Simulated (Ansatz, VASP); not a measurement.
## GaN: VASP beside Ansatz

```xyz
4
Lattice="3.2149 0.0000 0.0000 -1.6074 2.7841 0.0000 0.0000 0.0000 5.0877" Properties=species:S:1:pos:R:3 pbc="T T T"
Ga    0.0000    1.8561   -0.0161
Ga    1.6074    0.9280    2.5278
N     0.0000    1.8561    1.9240
N     1.6074    0.9280    4.4679
```

Change from the starting cell: in-plane strain +0.02, out-of-plane length and atoms relaxed by PAW.

Alike in both runs: functional LDA; k mesh 8 × 8 × 4; no spin polarisation.

Ansatz relaxed the structure, and its values are those at the end. VASP's run is a single point on that final structure, the one shown.

|  | VASP | Ansatz |
| --- | --- | --- |
| version | VASP 6.6.1 | Ansatz 0.2.0 |
| potentials or method | VASP PAW LDA potentials, release 64 (Ga_d, N) | PAW with Ansatz's default frozen-core files, scalar-relativistic |
| plane-wave cutoff (eV) | 520 | 420 |
| occupations | gaussian, width 0.01 eV | fixed |
| valence electrons in the cell | 36 | 36 |

|  | VASP | Ansatz | Ansatz less VASP |
| --- | --- | --- | --- |
| pressure (GPa) | -4.6 | -5.6 | -1.05 |
| rms of the force components (eV/Å) | 0.004 | 0.000 | -0.0035 |
